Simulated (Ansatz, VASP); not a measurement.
# Two plane-wave programs on SiHC

```
Si H C
1.0
     3.02279    0.00000    0.00000
    -1.51139    2.61781    0.00000
     0.00000    0.00000    2.63814
Si H C
1 1 1
Direct
  0.33333 0.66667 0.50000
  0.66667 0.33333 0.50000
  0.00000 0.00000 0.00000
```

Change from the starting cell: species swapped into the SrAlGe type (P-6m2, No. 187).

Alike in both runs: task relaxation of cell and atoms; functional PBE; k mesh 18 × 18 × 18; occupations gaussian, width 0.1 eV; no spin polarisation.

|  | VASP | Ansatz |
| --- | --- | --- |
| version | VASP 6.6.1 | Ansatz 0.2.0 |
| potentials or method | VASP PAW PBE potentials, release 64 (Si, H, C) | scalar-relativistic, plane waves, PAW |
| plane-wave cutoff (eV) | 600 | 420 |
| valence electrons in the cell | 9 | 9 |

```csv
,VASP,Ansatz,Ansatz less VASP
"gap on the k mesh at the Fermi level, each at its own relaxed structure (eV)",none,none,-
relaxed volume (Å³/atom),6.99,6.99,-0.002
relaxed cell length with the largest relative difference (Å),2.640,2.637,-0.0032
```

A gap of «none» marks a metal or a gap that the smearing closes.
